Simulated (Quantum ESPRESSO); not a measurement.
The system is Cu2O (Cuprite).

```
Cu O
1.0
     4.26000    0.00000    0.00000
     0.00000    4.26000    0.00000
     0.00000    0.00000    4.26000
Cu O
4 2
Direct
  0.75000 0.25000 0.75000
  0.75000 0.75000 0.25000
  0.25000 0.75000 0.75000
  0.25000 0.25000 0.25000
  0.50000 0.50000 0.50000
  0.00000 0.00000 0.00000
```

A run of Quantum ESPRESSO 7.5 on this cell left the log below. Logs are shortened: lines on timing, memory, paths and dates and some standing lists are left out, and cuts for length are marked.

```text
This program is part of the open-source Quantum ESPRESSO suite
     for quantum simulation of materials; please cite
         "P. Giannozzi et al., J. Phys.:Condens. Matter 21 395502 (2009);
         "P. Giannozzi et al., J. Phys.:Condens. Matter 29 465901 (2017);
         "P. Giannozzi et al., J. Chem. Phys. 152 154105 (2020);
     in publications or presentations arising from this work. More details at

     file Cu.paw.z_11.ld1.psl.v1.0.0-low.upf: wavefunction(s)  4S 3D renormalized
     file O.pbe-n-kjpaw_psl.0.1.UPF: wavefunction(s)  2P renormalized

     IMPORTANT: XC functional enforced from input :
     Exchange-correlation= PZ
                           (   1   1   0   0   0   0   0)
     Any further DFT definition will be discarded
     Please, verify this is what you really want

     Message from routine setup:
     using ibrav=0 with symmetry is DISCOURAGED, use correct ibrav instead

     G-vector sticks info
     --------------------
     sticks:   dense  smooth     PW     G-vecs:    dense   smooth      PW
     Sum        2253    1129    341                81217    28671    4697

     Using Slab Decomposition

     bravais-lattice index     =            0
     lattice parameter (alat)  =       8.0502  a.u.
     unit-cell volume          =     521.7055 (a.u.)^3
     number of atoms/cell      =            6
     number of atomic types    =            2
     number of electrons       =        56.00
     number of Kohn-Sham states=           41
     kinetic-energy cutoff     =      55.0000  Ry
     charge density cutoff     =     440.0000  Ry
     scf convergence threshold =      1.2E-09
     mixing beta               =       0.3000
     number of iterations used =            8  plain     mixing
     Exchange-correlation= PZ
                           (   1   1   0   0   0   0   0)
     Hubbard projectors: ortho-atomic
     Hubbard parameters of DFT+U (Dudarev formulation) in eV:
     U(Cu-3d) =  4.0000

     Internal variables: lda_plus_u =T, lda_plus_u_kind = 0
[... 236 lines left out ...]

     Threshold (ethr) on eigenvalues was too large:
     Diagonalizing with lowered threshold

     Davidson diagonalization with overlap
     ethr =  9.21E-04,  avg # of iterations =  1.0

     total energy              =    -913.03947367 Ry
     estimated scf accuracy    <       0.51025234 Ry
[... 64 lines left out ...]
     iteration # 11     ecut=    55.00 Ry     beta= 0.30
     Davidson diagonalization with overlap
     ethr =  2.66E-12,  avg # of iterations =  2.9

     End of self-consistent calculation

     =================== HUBBARD OCCUPATIONS ===================
     ------------------------ ATOM    1 ------------------------
     Tr[ns(  1)] =   9.64854
     eigenvalues:
       0.863  0.986  0.986  0.994  0.994
     eigenvectors (columns):
      -0.000 -0.487  0.097  0.191  0.847
       0.577 -0.468 -0.533 -0.387 -0.120
      -0.577  0.228 -0.671 -0.298  0.275
       0.000 -0.097 -0.487  0.847 -0.191
       0.577  0.695 -0.138  0.089  0.395
     occupation matrix ns (before diag.):
       0.992 -0.001  0.001  0.000  0.003
      -0.001  0.946  0.042 -0.002 -0.042
       0.001  0.042  0.946 -0.002  0.042
       0.000 -0.002 -0.002  0.992 -0.000
[... 216 lines left out ...]
   -11.7265 -11.2008   0.4427   0.4427   0.5986   2.1616   2.2198   2.2198
     3.6835   3.7202   3.7202   4.1064   4.1561   4.2918   4.2918   4.3291
     4.7276   4.7276   4.7536   4.8407   4.9629   4.9742   4.9960   4.9960
     6.3995   6.4743   6.4743   6.7033  10.0726  10.8843  10.8843  12.0527
    12.9768  12.9768  16.0086  16.4095  21.1250  21.1250  21.5582  21.7469
    22.5688

          k =-0.5000-0.5000-0.5000 (  3544 PWs)   bands (ev):

   -11.7630 -11.1526   0.4464   0.4464   0.4464   2.3101   2.3101   2.3101
     3.6344   3.6344   3.6344   4.0550   4.0550   4.2875   4.2875   4.2875
     4.7512   4.7512   4.7512   4.8927   4.8927   4.8927   5.0086   5.0086
     6.3131   6.7043   6.7043   6.7043  10.4701  10.4701  10.4701  12.8505
    12.8505  12.8505  15.1075  15.7330  21.8595  21.8595  22.9921  22.9921
    22.9921

     the Fermi energy is     7.8618 ev

!    total energy              =    -913.13842957 Ry
     total all-electron energy =    -13518.351279 Ry
     estimated scf accuracy    <          2.5E-11 Ry
     smearing contrib. (-TS)   =      -0.00000053 Ry
     internal energy E=F+TS    =    -913.13842904 Ry

     The total energy is F=E-TS. E is the sum of the following terms:
     one-electron contribution =    -197.36015829 Ry
     hartree contribution      =     167.96547449 Ry
     xc contribution           =    -190.61575737 Ry
     ewald contribution        =    -334.50075930 Ry
     Hubbard energy            =       0.18401257 Ry
     one-center paw contrib.   =    -358.81124114 Ry

     convergence has been achieved in  11 iterations

     Forces acting on atoms (cartesian axes, Ry/au):

     atom    1 type  1   force =    -0.00000000   -0.00000000    0.00000000
     atom    2 type  1   force =    -0.00000000   -0.00000000   -0.00000000
     atom    3 type  1   force =    -0.00000000    0.00000000    0.00000000
     atom    4 type  1   force =     0.00000000    0.00000000   -0.00000000
     atom    5 type  2   force =     0.00000000    0.00000000    0.00000000
     atom    6 type  2   force =     0.00000000    0.00000000    0.00000000

     Total force =     0.000000     Total SCF correction =     0.000000

     Computing stress (Cartesian axis) and pressure

          total   stress  (Ry/bohr**3)                   (kbar)     P=      -45.61
  -0.00031004   0.00000000   0.00000000          -45.61        0.00        0.00
   0.00000000  -0.00031004   0.00000000            0.00      -45.61        0.00
   0.00000000   0.00000000  -0.00031004            0.00        0.00      -45.61

=------------------------------------------------------------------------------=
   JOB DONE.
=------------------------------------------------------------------------------=
```

Question: What input gives this log?

Answer: Single point with LDA+U, no spin polarisation. The files as run (others can give the same):

pw.in
```
&CONTROL
  calculation = 'scf'
  prefix = 'pwscf'
  outdir = './tmp'
  pseudo_dir = './pseudo'
  tprnfor = .true.
  tstress = .true.
  disk_io = 'nowf'
/
&SYSTEM
  ibrav = 0
  nat = 6
  ntyp = 2
  ecutwfc = 55
  ecutrho = 440
  nbnd = 41
  input_dft = 'pz'
  occupations = 'smearing'
  smearing = 'fd'
  degauss = 0.00367493
/
&ELECTRONS
  conv_thr = 1.2d-09
  electron_maxstep = 120
  mixing_beta = 0.3
/
ATOMIC_SPECIES
Cu    63.5460 Cu.paw.z_11.ld1.psl.v1.0.0-low.upf
O     15.9990 O.pbe-n-kjpaw_psl.0.1.UPF
CELL_PARAMETERS bohr
   8.0502332909    0.0000000000    0.0000000000
   0.0000000000    8.0502332909    0.0000000000
   0.0000000000    0.0000000000    8.0502332909
ATOMIC_POSITIONS bohr
Cu     6.0376749682    2.0125583227    6.0376749682
Cu     6.0376749682    6.0376749682    2.0125583227
Cu     2.0125583227    6.0376749682    6.0376749682
Cu     2.0125583227    2.0125583227    2.0125583227
O      4.0251166455    4.0251166455    4.0251166455
O      0.0000000000    0.0000000000    0.0000000000
K_POINTS automatic
6 6 6 0 0 0
HUBBARD {ortho-atomic}
U Cu-3d 4.0
```

Potentials or basis: SSSP 1.3 efficiency PBE.
Launch:
```console
$ OMP_NUM_THREADS=1 pw.x -in pw.in > pw.out
```

Caveat: the potentials were made for another functional, which shifts forces and pressure.
